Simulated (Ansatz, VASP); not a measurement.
AlFe in VASP and in Ansatz

INCAR

```
PREC = Accurate
ENCUT = 520
EDIFF = 1E-7
ISMEAR = -1
SIGMA = 0.05
LREAL = F
LASPH = T
NELM = 150
ALGO = Fast
ISIF = 2
LWAVE = F
LCHARG = F
ISPIN = 2
MAGMOM = 0 3
LORBIT = 11
LMAXMIX = 4
GGA = PE
NBANDS = 16
```

Contents of KPOINTS:

```
regular mesh
0
Gamma
  12 12 12
```

POSCAR

```
AlFe
1.0
    2.9100000000      0.0000000000      0.0000000000
    0.0000000000      2.9100000000      0.0000000000
    0.0000000000      0.0000000000      2.9100000000
Al Fe
1 1
Direct
    0.0000000000      0.0000000000      0.0000000000
    0.5000000000      0.5000000000      0.5000000000
```

Input for Ansatz:

```yaml
crystal:
  lattice:
    - [2.91, 0.0, 0.0]
    - [0.0, 2.91, 0.0]
    - [0.0, 0.0, 2.91]
  atoms:
    - { symbol: Al, position: [0.0, 0.0, 0.0] }
    - { symbol: Fe, position: [0.5, 0.5, 0.5], spin: 3.0 }
magnetization:
  spin_polarized: true
kpoints:
  mp_grid: { grid: [12, 12, 12] }
scf:
  occupations: { method: fermi_dirac, width: 0.05 }
hamiltonian:
  xc: pbe
  pseudopotentials:
    kind: all_electron
    lapw: { basis_error: 0.0005, muffin_tin_radii: { Fe: 0.907, Al: 0.907 } }
output:
  forces: true
  stress: true
  eigenvalues: true
```

Alike in both runs: task single point; functional PBE; k mesh 12 × 12 × 12; occupations fermi-dirac, width 0.05 eV; collinear spin.

|  | VASP | Ansatz |
| --- | --- | --- |
| version | VASP 6.6.1 | Ansatz 0.2.0 |
| potentials or method | VASP PAW PBE potentials, release 64 (Al, Fe) | all-electron LAPW, scalar-relativistic |
| plane-wave cutoff (eV) | 520 | see its input |

|  | VASP | Ansatz | Ansatz less VASP |
| --- | --- | --- | --- |
| pressure (GPa) | -5.9 | -5.9 | -0.02 |
| net moment per atom (μB) | 0.37 | 0.37 | +0.001 |
| size of the moment on the site where the two differ most (μB) | 0.78 | 0.72 | -0.064 |

Site moments also hang on the region over which each program counts them. Ansatz ran all-electron here, so the differences hold the error of VASP's frozen core and of both bases.
